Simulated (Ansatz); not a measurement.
Crystal: Ga.

```
CELL_PARAMETERS angstrom
2.26150 -3.83050 0.00000
2.26150 3.83050 0.00000
0.00000 0.00000 4.52400
ATOMIC_POSITIONS crystal
Ga 0.34510 0.65490 0.41900
Ga 0.15490 0.84510 0.91900
Ga 0.65490 0.34510 0.58100
Ga 0.84510 0.15490 0.08100
```

* Program: Ansatz 0.2.0
* Task: relaxation of cell and atoms
* Functional: PBEsol
* Potentials or basis: Ansatz PAW
* Cutoff: 420 eV (not typed: the program's choice for these potentials)
* k mesh: 7 × 7 × 6
* Occupations: fermi-dirac, width 0.05 eV
* Spin: no spin polarisation

At the start: volume 19.59 Å³/atom.

**Question.** How do energy, volume and symmetry change on relaxing?

**Answer.** It ends after 6 steps and the volume is 19.01 Å³/atom (-3.0 %); space group Cmce (No. 64, to 0.05 Å).

Step by step:
```csv
step,energy change (eV),largest force (eV/Å),volume (Å³)
1,0.0000,0.1247,78.38
2,-0.0170,0.0252,76.36
3,-0.0190,0.0214,75.96
4,-0.0191,0.0207,76.03
5,-0.0193,0.0004,76.06
6,-0.0187,0.0004,76.06
```

Final structure:
```yaml
crystal:
  lattice:
    - [2.20807, -3.79904, 0.00000]
    - [2.20807, 3.79904, 0.00000]
    - [0.00000, 0.00000, 4.53349]
  atoms:
    - { symbol: Ga, position: [0.34442, 0.65558, 0.41630] }
    - { symbol: Ga, position: [0.15558, 0.84442, 0.91630] }
    - { symbol: Ga, position: [0.65558, 0.34442, 0.58370] }
    - { symbol: Ga, position: [0.84442, 0.15558, 0.08370] }
```

Caveat: the plane-wave basis is chosen anew once the cell has moved, so the energies of steps on either side of that aren't comparable; the PAW data sets come from PBE, with cores solved anew for the run's functional, which leaves a small shift of forces and pressure.
